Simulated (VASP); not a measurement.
## Nd: single point with PBE+U

Crystal: Nd.

```
CELL_PARAMETERS angstrom
0.00000 2.57608 2.57608
2.57608 0.00000 2.57608
2.57608 2.57608 0.00000
ATOMIC_POSITIONS crystal
Nd 0.00000 0.00000 0.00000
```

The cell was built by a generator and needn't be a form met in nature.

```
Program                : VASP 6.6.1
Task                   : single point
Functional             : PBE
Potentials or basis    : VASP PAW PBE potentials, release 64 (Nd)
Cutoff                 : 520 eV
k mesh                 : 6 × 6 × 6
Occupations            : gaussian, width 0.05 eV
Spin                   : collinear spin, typed start
Starting moments       : [3.0] μB
Hubbard terms          : Nd f U = 6.0 eV
Dipole correction      : no
Further INCAR settings : ALGO = Normal; EDIFF = 1e-06; NBANDS = 17
```

```yaml
Pressure: 1.8 GPa
Band_gap_on_the_k_mesh: none (metal or under the smearing width)
Net_moment: 3.57 μB per cell
Site_moments: Nd +3.12 μB
Valence_electrons_inside_the_program's_atomic_spheres: Nd 11.10
```

Levels at points of the mesh, in eV from the Fermi level:
Spin up:
```csv
k point,band 5,band 6,band 7,band 8,band 9,band 10,band 11,band 12,band 13,band 14
"(0.00, 0.00, 0.00)",-4.25,-4.25,-4.25,-4.19,-0.17,1.35,1.35,1.35,2.31,2.31
"(0.50, 0.00, 0.00)",-4.31,-4.11,-4.11,-2.23,0.17,1.17,1.17,1.94,1.95,1.95
"(0.50, 0.50, 0.00)",-4.18,-4.13,-4.13,-2.20,-1.63,0.33,1.95,1.95,1.97,3.41
```
Spin down:
```tsv
k point	band 1	band 2	band 3	band 4	band 5	band 6	band 7	band 8	band 9	band 10
(0.00, 0.00, 0.00)	-36.56	-17.41	-17.41	-17.41	-3.65	1.91	1.91	1.91	2.85	3.83
(0.50, 0.00, 0.00)	-36.41	-18.64	-17.57	-17.57	-1.63	1.77	1.77	2.14	3.31	3.37
(0.50, 0.50, 0.00)	-36.36	-18.55	-17.85	-17.85	-1.80	-1.02	3.36	3.36	3.42	3.61
```

Eigenvalues of the final occupation matrices:
```csv
site,spin,trace,eigenvalues
site 1 f,1,3.11,0.00 0.00 0.00 0.18 0.98 0.98 0.98
site 1 f,2,0.01,0.00 0.00 0.00 0.00 0.00 0.00 0.00
```

Run time: 39 s on 1 thread of AMD EPYC 9R45 (Zen 5) (shared host), peak memory 0.15 GiB.

Caveat: the magnetic or orbital state may not be the lowest; spin-orbit coupling is left out, which moves the levels of the heavy elements. The state reached can hang on the start; a lower one may exist.
